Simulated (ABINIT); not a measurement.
# TaS2 (P-3m1) in ABINIT: equation of state

Aim: energy against volume of TaS2 in PBE, for its equilibrium volume and stiffness.

All numbers are computed with ABINIT 10.8.3 (patched build); they aren't measurements. Logs are shortened: lines on timing, memory, paths and dates and some standing lists are left out, and cuts for length are marked. The log counts tension as positive stress, the text compression.

**1. Starting point**

The structure is trigonal, space group P-3m1 (No. 164). The conventional cell has a = 3.350 Å, b = 3.350 Å, c = 5.860 Å, α = 90.00°, β = 90.00°, γ = 120.00°. Around Ta (site symmetry -3m) lie 6 S at 2.43 Å. S (site symmetry 3m) is surrounded by 3 Ta at 2.43 Å.

**2. Equation of state, PBE**

run.abi reads:

```
# Datasets: one volume each
ndtset 7
getwfk -1
scalecart1 3*0.9795861087
scalecart2 3*0.9864848297
scalecart3 3*0.9932883884
scalecart4 3*1.0000000000
scalecart5 3*1.0066227096
scalecart6 3*1.0131594038
scalecart7 3*1.0196128224

# Pseudopotentials
pp_dirpath "./"
pseudos "Ta.GGA_PBE-JTH.xml, S.GGA_PBE-JTH.xml"

# Structure
acell 3*1.0 Angstrom
rprim
     3.3500000000     0.0000000000     0.0000000000
    -1.6750000000     2.9011851027     0.0000000000
     0.0000000000     0.0000000000     5.8600000000
ntypat 2
znucl 73 16
natom 3
typat 1 2 2
xred
     0.0000000000     0.0000000000     0.0000000000
     0.6666666667     0.3333333333     0.7500000000
     0.3333333333     0.6666666667     0.2500000000

# Plane-wave basis
ecut 544.227725 eV
pawecutdg 40.0
pawxcdev 0

# k points
kptopt 1
ngkpt 9 9 5
nshiftk 1
shiftk 0.0 0.0 0.0

# Exchange and correlation
ixc 11

# Bands and occupations
nband 17
occopt 3
tsmear 0.05 eV

# SCF cycle
nstep 100
tolvrs 1.0e-9

# Output
iomode 3
prtwf 1
prtden 0
prteig 0
prtebands 0
enunit 2
```

Potentials or basis: JTH PAW PBE v2.0.

The run is started by

```
$ abinit run.abi > log 2>&1
```

run.abo:

```text
.Version 10.8.3 of ABINIT
 DATASET    1 : space group P-3 m 1 (#164); Bravais hP (primitive hexag.)
================================================================================
 Values of the parameters that define the memory need for DATASET  1.
     intxc =       0    ionmov =       0      iscf =      17    lmnmax =      18
     lnmax =       6     mgfft =      45  mpssoang =       3    mqgrid =    3089
     natom =       3  nloc_mem =       2    nspden =       1   nspinor =       1
    nsppol =       1      nsym =      12    n1xccc =       1    ntypat =       2
    occopt =       3   xclevel =       2
       mpw =        1561          nfft =       32805          nkpt =          50
 PAW method is used; the additional fine FFT grid is defined by:
   mgfftf=        64    nfftf =     82944
================================================================================
================================================================================
[... 71 lines left out ...]
 DATASET    7 : space group P-3 m 1 (#164); Bravais hP (primitive hexag.)
================================================================================
 Values of the parameters that define the memory need for DATASET  7.
     intxc =       0    ionmov =       0      iscf =      17    lmnmax =      18
     lnmax =       6     mgfft =      48  mpssoang =       3    mqgrid =    3215
     natom =       3  nloc_mem =       2    nspden =       1   nspinor =       1
    nsppol =       1      nsym =      12    n1xccc =       1    ntypat =       2
    occopt =       3   xclevel =       2
       mpw =        1774          nfft =       34992          nkpt =          50
 PAW method is used; the additional fine FFT grid is defined by:
   mgfftf=        72    nfftf =    115200
================================================================================
================================================================================

--------------------------------------------------------------------------------
------------- Echo of variables that govern the present computation ------------
--------------------------------------------------------------------------------
 -outvars: echo values of preprocessed input variables --------
            acell      1.8897261259E+00  1.8897261259E+00  1.8897261259E+00 Bohr
              amu      1.80947900E+02  3.20660000E+01
             ecut      2.00000000E+01 Hartree
           enunit           2
           getwfk          -1
              ixc          11
           jdtset        1    2    3    4    5    6    7
         kptrlatt        9    0    0      0    9    0      0    0    5
          kptrlen1     5.42386792E+01
          kptrlen2     5.46206544E+01
          kptrlen3     5.49973604E+01
          kptrlen4     5.53689755E+01
          kptrlen5     5.57356681E+01
          kptrlen6     5.60975982E+01
          kptrlen7     5.64549174E+01
            natom           3
            nband          17
           ndtset           7
            ngfft1         27      27      45
[... 91 lines left out ...]
             xred      0.0000000000E+00  0.0000000000E+00  0.0000000000E+00
                       6.6666666667E-01  3.3333333333E-01  7.5000000000E-01
                       3.3333333333E-01  6.6666666667E-01  2.5000000000E-01
            znucl       73.00000   16.00000

================================================================================

 chkinp: Checking input parameters for consistency, jdtset=   1.

 chkinp: Checking input parameters for consistency, jdtset=   2.
[... 52 lines left out ...]
- pspini: atom type   2  psp file is ./S.GGA_PBE-JTH.xml
 Pseudopotential format is: paw10
 basis_size (lnmax)=  4 (lmn_size=  8), orbitals=   0   0   1   1
 Spheres core radius: rc_sph= 1.90380259
 Shapefunction is SIN type: shapef(r)=[sin(pi*r/rshp)/(pi*r/rshp)]**2
 Radius for shape functions =  1.40128485
 Compensation charge density is not taken into account in XC energy/potential

   2.08446975E+03                                ecore*ucvol(ha*bohr**3)
--------------------------------------------------------------------------------

================================================================================

--- !BeginCycle
iteration_state: {dtset: 1, }
solver: {iscf: 17, nstep: 100, nline: 4, wfoptalg: 10, }
tolerances: {tolvrs: 1.00E-09, }
...
[... 1478 lines left out ...]
-Cartesian components of stress tensor (GPa)         [Pressure=  7.2980E-01 GPa]
- sigma(1 1)=  7.61688357E-01  sigma(3 2)=  0.00000000E+00
- sigma(2 2)=  7.61688351E-01  sigma(3 1)=  0.00000000E+00
- sigma(3 3)= -3.71278703E+00  sigma(2 1)=  0.00000000E+00

== END DATASET(S) ==============================================================
================================================================================

 -outvars: echo values of variables after computation  --------
            acell      1.8897261259E+00  1.8897261259E+00  1.8897261259E+00 Bohr
           etotal1    -7.9716470909E+01
           etotal2    -7.9721223419E+01
           etotal3    -7.9724960250E+01
           etotal4    -7.9727790930E+01
           etotal5    -7.9729785517E+01
           etotal6    -7.9731016725E+01
           etotal7    -7.9731563737E+01
            fcart1    -2.8946868235E-29 -8.3562410838E-29 -0.0000000000E+00
                      -1.1578747294E-28 -3.3424964335E-29 -4.6780076398E-02
                       1.4473434118E-28  1.1698737517E-28  4.6780076398E-02
            fcart2    -0.0000000000E+00 -0.0000000000E+00  2.3129646346E-18
                       8.6233307882E-29 -4.9786823518E-29 -3.8596180524E-02
                      -8.6233307882E-29  4.9786823518E-29  3.8596180524E-02
            fcart3     2.8547550082E-29 -1.1537355007E-28 -0.0000000000E+00
                       2.8547550082E-29  1.8130129297E-28 -3.0975167067E-02
                      -5.7095100163E-29 -6.5927742897E-29  3.0975167067E-02
            fcart4     1.4177975007E-29  7.3670919180E-29 -0.0000000000E+00
[... 52 lines left out ...]
           xangst3     0.0000000000E+00  0.0000000000E+00  0.0000000000E+00
                       1.6637580506E+00  9.6057115837E-01  4.3655024670E+00
                      -2.9657330581E-16  1.9211423167E+00  1.4551674890E+00
           xangst4     0.0000000000E+00  0.0000000000E+00  0.0000000000E+00
                       1.6750000000E+00  9.6706170090E-01  4.3950000000E+00
                      -8.1732554461E-17  1.9341234018E+00  1.4650000000E+00
           xangst5     0.0000000000E+00  0.0000000000E+00  0.0000000000E+00
                       1.6860930386E+00  9.7346626971E-01  4.4241068087E+00
                      -7.9679929987E-17  1.9469325394E+00  1.4747022696E+00
           xangst6     0.0000000000E+00  0.0000000000E+00  0.0000000000E+00
                       1.6970420014E+00  9.7978765632E-01  4.4528355797E+00
                      -7.7653964890E-17  1.9595753126E+00  1.4842785266E+00
           xangst7     0.0000000000E+00  0.0000000000E+00  0.0000000000E+00
                       1.7078514775E+00  9.8602851029E-01  4.4811983544E+00
                      -2.9820509040E-16  1.9720570206E+00  1.4937327848E+00
             xred      0.0000000000E+00  0.0000000000E+00  0.0000000000E+00
                       6.6666666667E-01  3.3333333333E-01  7.5000000000E-01
                       3.3333333333E-01  6.6666666667E-01  2.5000000000E-01
 Calculation completed.
```

Wall time 3.1 min (1 thread of Intel Xeon 6975P-C (Granite Rapids), shared host); peak memory 0.19 GiB.

What came out:

```yaml
Equilibrium_volume: "20.26 Å³/atom (rough: see the caveat)"
Bulk_modulus_at_fixed_shape_and_positions: 124 GPa (rough)
```

Energy against volume, from the lowest point:
| volume (Å³/atom) | energy (meV/atom) |
| --- | --- |
| 17.845 | 136.90 |
| 18.225 | 93.79 |
| 18.605 | 59.90 |
| 18.984 | 34.22 |
| 19.364 | 16.13 |
| 19.744 | 4.96 |
| 20.123 | 0.00 |

Caveat: pressures at fixed basis lie under the slope of the energies; the minimum lies outside the volumes run; the cell was scaled at fixed shape and fractional positions, which overstates the stiffness of a crystal with free parameters, most of all of layers and chains; this functional lacks dispersion, which binds the layers, so the pressure and a relaxed spacing across them are unreliable. Spin-orbit coupling is left out, which matters for the levels of Ta.
